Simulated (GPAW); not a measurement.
Runs of GPAW 26.7.0 on KMgF3. It takes space group Pm-3m (No. 221, cubic). Conventional cell: a = 3.986 Å, b = 3.986 Å, c = 3.986 Å, α = 90.00°, β = 90.00°, γ = 90.00°. K (site symmetry m-3m) is surrounded by 12 F at 2.82 Å. Around Mg (site symmetry m-3m) lie 6 F at 1.99 Å. F (site symmetry 4/mmm) is surrounded by 2 Mg at 1.99 Å. 

```csv
task,level,potentials or basis,k mesh,band path,band points,gap on the mesh (eV),pressure (GPa),V0 of scaled cells (Å³/atom),B0 (GPa)
band structure,PBEsol,"PAW data sets generated in the run's folder for this functional, pw",7 × 7 × 7,"GXMGRX,MR",80,(a),-0.9,-,-
band structure,LDA,"the program's PAW data sets (release 1.2.1) made for this functional, pw",7 × 7 × 7,"GXMGRX,MR",80,7.00,-5.8,-,-
equation of state,PBEsol,"PAW data sets generated in the run's folder for this functional, pw",7 × 7 × 7,-,-,-,-,12.78,72
single point,PBE,"GPAW PAW data sets (gpaw-data 1.2.1), pw",7 × 7 × 7,-,-,7.36,(d),-,-
single point,TB-mBJ,"GPAW PAW data sets for LDA (gpaw-data 1.2.1), pw",8 × 8 × 8,-,-,10.84,-,-,-
equation of state,PBE,"GPAW PAW data sets (gpaw-data 1.2.1), pw",7 × 7 × 7,-,-,-,-,(c),65
band structure,r2SCAN,"GPAW PAW data sets (gpaw-data 1.2.1), pw",7 × 7 × 7,"GXMGRX,MR",80,8.31,(b),-,-
```

Alike in all rows: no spin polarisation; cell as given; cutoff (eV) 800; smearing fermi-dirac 0.05 eV.

Fill in the values left out.

(a) 7.17; (b) -1.8; (c) 13.34; (d) 2.4.

Caveats: the PAW data sets were made with another functional, which shifts forces and pressure a little (some runs); an odd mesh through Γ misses points on the zone boundary, where band edges often lie (some runs); a model potential gives levels but no total energy (some runs).
